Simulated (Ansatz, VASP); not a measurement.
**One calculation of BeC, two programs**

```
Be C
1.0
     3.17903    0.00000    0.00000
    -1.58952    2.75312    0.00000
     0.00000    0.00000    3.71545
Be C
2 2
Direct
  0.33333 0.66667 0.94249
  0.66667 0.33333 0.44249
  0.33333 0.66667 0.44251
  0.66667 0.33333 0.94251
```

Change from the starting cell: species swapped into the SiC type (P6_3mc, No. 186).

Alike in both runs: functional PBE; k mesh 9 × 9 × 4; occupations gaussian, width 0.1 eV; no spin polarisation.

Ansatz relaxed the structure, and its values are those at the end. VASP's run is a single point on that final structure, the one shown.

|  | VASP | Ansatz |
| --- | --- | --- |
| version | VASP 6.6.1 | Ansatz 0.2.0 |
| potentials or method | VASP PAW PBE potentials, release 64 (Be, C) | scalar-relativistic, plane waves, PAW |
| plane-wave cutoff (eV) | 520 | 420 |
| valence electrons in the cell | 12 | 12 |

Ansatz gave:

- gap on the k mesh at the Fermi level (eV): none
- pressure (GPa): 0.1

Task: Estimate VASP's values.

Result: gap on the k mesh at the Fermi level (eV): none; pressure (GPa): 0.3.

A gap of «none» marks a metal or a gap that the smearing closes.

Caveats: the k mesh is coarse (spacing up to 0.42 Å⁻¹), so the values aren't converged.
